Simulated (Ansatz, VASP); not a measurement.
**One calculation of MgO, two programs**

INCAR

```
ALGO = Normal ; EDIFF = 1E-8
ENCUT = 520 ; GGA = PE
ISIF = 2 ; ISMEAR = -1
LASPH = T ; LCHARG = F
LEFG = T ; LREAL = F
LWAVE = F ; NBANDS = 11
NELM = 80 ; PREC = Accurate
SIGMA = 0.01
```

Contents of KPOINTS:

```
k-points
0
Gamma
  6 6 6
```

File POSCAR:

```
MgO
1.0
    0.0000000000      2.1351500000      2.1351500000
    2.1351500000      0.0000000000      2.1351500000
    2.1351500000      2.1351500000      0.0000000000
Mg O
1 1
Direct
    0.0000000000      0.0000000000      0.0000000000
    0.5000000000      0.5000000000      0.5000000000
```

Input for Ansatz:

```yaml
crystal:
  lattice:
    - [0.0, 2.13515, 2.13515]
    - [2.13515, 0.0, 2.13515]
    - [2.13515, 2.13515, 0.0]
  atoms:
    - { symbol: Mg, position: [0.0, 0.0, 0.0] }
    - { symbol: O, position: [0.5, 0.5, 0.5] }
kpoints:
  mp_grid: { grid: [6, 6, 6] }
scf:
  occupations: { method: fermi_dirac, width: 0.01 }
hamiltonian:
  xc: pbe
  pseudopotentials: { kind: paw }
output:
  forces: true
  stress: true
  eigenvalues: true
  efg: { contact_densities: true }
```

Alike in both runs: task electric field gradients; functional PBE; k mesh 6 × 6 × 6; occupations fermi-dirac, width 0.01 eV; no spin polarisation.

|  | VASP | Ansatz |
| --- | --- | --- |
| version | VASP 6.6.1 | Ansatz 0.2.0 |
| potentials or method | VASP PAW PBE potentials, release 64 (Mg, O) | PAW with Ansatz's default frozen-core files, scalar-relativistic |
| plane-wave cutoff (eV) | 520 | 420 |
| valence electrons in the cell | 8 | 16 |

|  | VASP | Ansatz | Ansatz less VASP |
| --- | --- | --- | --- |
| gap on the k mesh at the Fermi level (eV) | 4.34 | 4.35 | +0.017 |
| pressure (GPa) | -2.4 | -1.7 | +0.75 |
| Vzz of the field gradient on the site that differs most (V/Å²) | 0.0 | 0.0 | +0.01 |

The functional is the same, so the differences come from potentials, cutoffs and numerics. The two sets of potentials don't hold the same shells in valence.

Caveats: the k mesh is coarse (spacing up to 0.42 Å⁻¹), so the values aren't converged.
